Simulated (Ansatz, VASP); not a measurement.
**WS2: VASP beside Ansatz**

File INCAR:

```
SYSTEM = WS2
  PREC = Accurate
  ENCUT = 520
  EDIFF = 1E-6
  ISMEAR = 0
  SIGMA = 0.05
  LREAL = .False.
  LASPH = .True.
  NELM = 60
  ALGO = Normal
  ISIF = 2
  LWAVE = .False.
  LCHARG = .False.
  ISPIN = 2
  MAGMOM = 0.18 0 0
  LORBIT = 11
  LMAXMIX = 4
  LDAU = .True.
  LDAUTYPE = 2
  LDAUL = 2 -1
  LDAUU = 5 0
  LDAUJ = 0 0
  LDAUPRINT = 1
  GGA = PS
  NBANDS = 24
```

File KPOINTS:

```
regular mesh
0
Gamma
  6 6 6
  0 0 0
```

POSCAR

```
WS2
1.0
    0.0000000000      3.0079352200      3.0079352200
    3.0079352200      0.0000000000      3.0079352200
    3.0079352200      3.0079352200      0.0000000000
W S
1 2
Direct
    0.0000000000      0.0000000000      0.0000000000
    0.2500000000      0.2500000000      0.2500000000
    0.7500000000      0.7500000000      0.7500000000
```

input.yaml

```yaml
crystal:
  lattice:
    - [0.0, 3.00793522, 3.00793522]
    - [3.00793522, 0.0, 3.00793522]
    - [3.00793522, 3.00793522, 0.0]
  atoms:
    - { symbol: W, position: [0.0, 0.0, 0.0], spin: 0.18 }
    - { symbol: S, position: [0.25, 0.25, 0.25] }
    - { symbol: S, position: [0.75, 0.75, 0.75] }
hamiltonian:
  xc: pbesol
  pseudopotentials: { kind: paw }
  hubbard: { sites: [{ species: W, l: d, u_eff: 5.0 }] }
magnetization:
  spin_polarized: true
kpoints:
  mp_grid: { grid: [6, 6, 6] }
scf:
  occupations: { method: gaussian, width: 0.05 }
output:
  forces: true
  stress: true
  eigenvalues: true
```

Measurements of this composition are mostly on another form, of space group No. 194.

Alike in both runs: task single point; functional PBEsol; k mesh 6 × 6 × 6; occupations gaussian, width 0.05 eV; collinear spin, random start; Hubbard terms W d U = 5 eV.

```csv
,VASP,Ansatz
version,VASP 6.6.1,Ansatz 0.2.0
potentials or method,"VASP PAW PBE potentials, release 64 (W_sv, S)",Ansatz PAW
plane-wave cutoff (eV),520,420
valence electrons in the cell,26,26
```

Ansatz gave:

```
gap on the k mesh at the Fermi level (eV)                     : 0.04
pressure (GPa)                                                : -3.7
net moment per atom (μB)                                      : 0.66
size of the moment on the site where the two differ most (μB) : 1.60
```

Task: What did VASP give for the same quantities?

Result: gap on the k mesh at the Fermi level (eV): none; pressure (GPa): -2.8; net moment per atom (μB): 0.65; size of the moment on the site where the two differ most (μB): 1.78.

Site moments also hang on the region over which each program counts them. The programs project onto different local orbitals, so the same U acts differently. A gap of «none» marks a metal or a gap that the smearing closes.

Caveats: the PAW data sets were made with another functional, which shifts forces and pressure a little (VASP); the magnetic or orbital state may not be the lowest (Ansatz); spin-orbit coupling is left out, which moves the levels of the heavy elements (Ansatz); the PAW data sets come from PBE, with cores solved anew for the run's functional, which leaves a small shift of forces and pressure (Ansatz). The runs have no spin-orbit coupling, so splittings on W are missing. The state reached can hang on the start; a lower one may exist.
